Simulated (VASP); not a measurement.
A run of VASP 6.6.1 is set up as follows.

File INCAR:

```
PREC = Accurate ; ENCUT = 520
EDIFF = 1E-6 ; ISMEAR = -1
SIGMA = 0.01 ; LREAL = Auto
LASPH = True ; NELM = 150
ALGO = Fast ; ISIF = 2
LWAVE = False ; LCHARG = True
ISPIN = 2 ; MAGMOM = 0 0 0 0 0 0 0 0.5 0.5 0.5 0 0.5 0 0 0 0 0 0 0.5 0 0.5 0.5 0.5
LORBIT = 11 ; GGA = PE
LELF = True ; LVHAR = True
NBANDS = 112
```

File KPOINTS:

```
regular mesh
0
Gamma
  3 3 3
```

POSCAR

```
Ca7F16
1.0
    0.0000000000      5.4620000000      5.4620000000
    5.4620000000      0.0000000000      5.4620000000
    5.4620000000      5.4620000000      0.0000000000
Ca F
7 16
Direct
    0.0000000000      0.0000000000      0.5000000000
    0.0000000000      0.5000000000      0.0000000000
    0.0000000000      0.5000000000      0.5000000000
    0.5000000000      0.0000000000      0.0000000000
    0.5000000000      0.0000000000      0.5000000000
    0.5000000000      0.5000000000      0.0000000000
    0.5000000000      0.5000000000      0.5000000000
    0.1319221180      0.1319221180      0.1319221180
    0.1319221180      0.1319221180      0.6042336461
    0.1319221180      0.6042336461      0.1319221180
    0.1283187585      0.6238937472      0.6238937472
    0.6042336461      0.1319221180      0.1319221180
    0.6238937472      0.1283187585      0.6238937472
    0.6238937472      0.6238937472      0.1283187585
    0.6238937472      0.6238937472      0.6238937472
    0.3761062528      0.3761062528      0.3761062528
    0.3761062528      0.3761062528      0.8716812415
    0.3761062528      0.8716812415      0.3761062528
    0.3957663539      0.8680778820      0.8680778820
    0.8716812415      0.3761062528      0.3761062528
    0.8680778820      0.3957663539      0.8680778820
    0.8680778820      0.8680778820      0.3957663539
    0.8680778820      0.8680778820      0.8680778820
```

Potentials or basis: VASP PAW PBE potentials, release 64 (Ca_sv, F).

The run is started by

```bash
$ cat potpaw_PBE.64/Ca_sv/POTCAR potpaw_PBE.64/F/POTCAR > POTCAR
$ mpirun -np 1 vasp_std > vasp.out
```

**Question.** What does it give for the net moment?

**Answer.** 2.00 μB per cell.

**Question.** Estimate the largest force.

**Answer.** 0.028 eV/Å.

**Question.** Estimate the site moments.

**Answer.** Ca -0.00, +0.00; F +0.17, +0.06 μB.

**Question.** What does it give for the pressure?

**Answer.** 3.3 GPa.

Forces in eV/Å, atoms in the order of the input:
```
Ca   0.000  0.000  0.000
Ca   0.000  0.000  0.000
Ca   0.000  0.000  0.000
Ca   0.000  0.000  0.000
Ca   0.000  0.000  0.000
Ca   0.000  0.000  0.000
Ca   0.000  0.000  0.000
F   -0.011 -0.011 -0.011
F    0.011  0.011 -0.011
F    0.011 -0.011  0.011
F   -0.016  0.016  0.016
F   -0.011  0.011  0.011
F    0.016 -0.016  0.016
F    0.016  0.016 -0.016
F   -0.016 -0.016 -0.016
F    0.016  0.016  0.016
F   -0.016 -0.016  0.016
F   -0.016  0.016 -0.016
F    0.011 -0.011 -0.011
F    0.016 -0.016 -0.016
F   -0.011  0.011 -0.011
F   -0.011 -0.011  0.011
F    0.011  0.011  0.011
```
